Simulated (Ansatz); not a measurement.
CoSi2:

```
CELL_PARAMETERS angstrom
0.00000 2.67800 2.67800
2.67800 0.00000 2.67800
2.67800 2.67800 0.00000
ATOMIC_POSITIONS crystal
Co 0.00000 0.00000 0.00000
Si 0.75000 0.75000 0.75000
Si 0.25000 0.25000 0.25000
```

Base run:

```yaml
Program: Ansatz 0.2.0
Functional: PBE
Potentials_or_basis: Ansatz PAW
Cutoff: "420 eV (not typed: the program's choice for these potentials)"
k_mesh: 7 × 7 × 7
Occupations: fermi-dirac, width 0.05 eV
Spin: collinear spin, ferromagnetic start
Starting_moments: "[3.0, 0.0, 0.0] μB"
Fixed_moment: 3 μB
```

Its results: pressure 25.4 GPa; site moments Co +1.65; Si +0.29 μB.

Question: The run is repeated on the same cell with these changes: fixed moment from 3 μB to 2.5 μB; moments at the start from [3.0, 0.0, 0.0] to [2.5, 0.0, 0.0]. What comes out?

Answer: Pressure 20.0 GPa; site moments Co +1.42; Si +0.23 μB.

Caveats: the total moment is fixed, so each spin has its own Fermi level; the thresholds are loose for stress.
